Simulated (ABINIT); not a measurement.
Here is an ABINIT 10.8.3 (patched build) calculation.

Contents of run.abi:

```
# Pseudopotentials
pp_dirpath "./"
pseudos "C_ONCV_PBE-1.2.upf"

# Structure
acell 3*1.0 Angstrom
rprim
     0.0000000000     1.7833700000     1.7833700000
     1.7833700000     0.0000000000     1.7833700000
     1.7833700000     1.7833700000     0.0000000000
ntypat 1
znucl 6
natom 2
typat 1 1
xred
     0.7500000000     0.7500000000     0.7500000000
     0.5000000000     0.5000000000     0.5000000000

# Plane-wave basis
ecut 30.0

# k points
kptopt 1
ngkpt 8 8 8
nshiftk 1
shiftk 0.0 0.0 0.0

# Exchange and correlation
ixc 41

# Bands and occupations
nband 6
occopt 1

# SCF cycle
nstep 60
diemac 6.0
toldfe 1.0e-7

# Output
iomode 3
prtwf 0
prtden 0
prteig 0
prtebands 0
```

Potentials or basis: SG15 NC PBE v1.2.

Launch:

```console
$ mpirun --bind-to none -np 8 abinit run.abi > log 2>&1
```

(1) What does it give for the band gap on the k mesh?

## Answers

(1) 6.06 eV, indirect (least direct gap 7.71 eV).
